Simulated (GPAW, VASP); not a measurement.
This is a calculation of GaSb for VASP 6.6.1. 

The input INCAR:

```
ALGO = Normal
EDIFF = 1E-6
ENCUT = 520
GGA = PS
ISIF = 2
ISMEAR = 0
LASPH = True
LCHARG = False
LREAL = False
LWAVE = False
NBANDS = 16
NELM = 100
PREC = Accurate
SIGMA = 0.1
```

Contents of KPOINTS:

```
k-points
0
Gamma
  8 8 8
```

POSCAR

```
GaSb
1.0
    0.0000000000      3.0590000000      3.0590000000
    3.0590000000      0.0000000000      3.0590000000
    3.0590000000      3.0590000000      0.0000000000
Sb Ga
1 1
Cartesian
    4.5885000000      4.5885000000      4.5885000000
    0.0000000000      0.0000000000      0.0000000000
```

Potentials or basis: VASP PAW PBE potentials, release 64 (Sb, Ga_d).

The run is started by

```sh
$ cat potpaw_PBE.64/Sb/POTCAR potpaw_PBE.64/Ga_d/POTCAR > POTCAR
$ mpirun -np 1 vasp_std > vasp.out
```

Translate it to GPAW 26.7.0 (ASE script). Potentials or basis there: PAW data sets generated for this functional, cutoff 600 eV.

As run (cutoffs and basis follow the program's own potentials, and thresholds, step limits or extra output files can differ):

Contents of run.py:

```python
from ase import Atoms
from ase.dft.bandgap import bandgap
from ase.io import write
from ase.units import Bohr, GPa
from gpaw import GPAW, PW, setup_paths
from gpaw.elf import elf_from_dft_calculation

setup_paths.insert(0, '.')

atoms = Atoms(['Sb', 'Ga'],
              cell=[[0.0, 3.059, 3.059],
                    [3.059, 0.0, 3.059],
                    [3.059, 3.059, 0.0]],
              scaled_positions=[[0.75, 0.75, 0.75],
                                [0.0, 0.0, 0.0]],
              pbc=True)

calc = GPAW(mode=PW(600),
            xc='PBEsol',
            kpts={'size': (8, 8, 8), 'gamma': True},
            occupations={'name': 'methfessel-paxton', 'order': 0, 'width': 0.1},
            nbands=18,
            convergence={'density': 1e-05, 'energy': 1e-05},
            maxiter=150,
            txt='gpaw.txt')
atoms.calc = calc
energy = atoms.get_potential_energy()
forces = atoms.get_forces()
stress = atoms.get_stress()
calc.write('gs.gpw')
write('result.traj', atoms)
print(f'Energy: {energy:.6f} eV')
print('Forces (eV/A):')
print(forces.round(4))
print('Stress (GPa):', (stress / GPa).round(3))
print('Fermi level:', round(calc.get_fermi_level(), 4), 'eV')
print(f'Gap: {bandgap(calc)[0]:.4f} eV, direct: {bandgap(calc, direct=True)[0]:.4f} eV')

# fields on the real-space grid
write('density.cube', atoms, data=calc.get_pseudo_density() * Bohr**3)
write('potential.cube', atoms, data=calc.get_electrostatic_potential())
write('elf.cube', atoms, data=elf_from_dft_calculation(calc).data)
```

Potentials or basis: PAW data sets generated in the run's folder for this functional, pw.

Run with:

```sh
$ gpaw-setup -f PBEsol Ga Sb
$ OMP_NUM_THREADS=1 python run.py
```

Both were run:

|  | VASP | GPAW |
| --- | --- | --- |
| Pressure | -0.1 GPa | -0.1 GPa |

VASP's potentials were made for PBE.

Pressure is positive in compression.
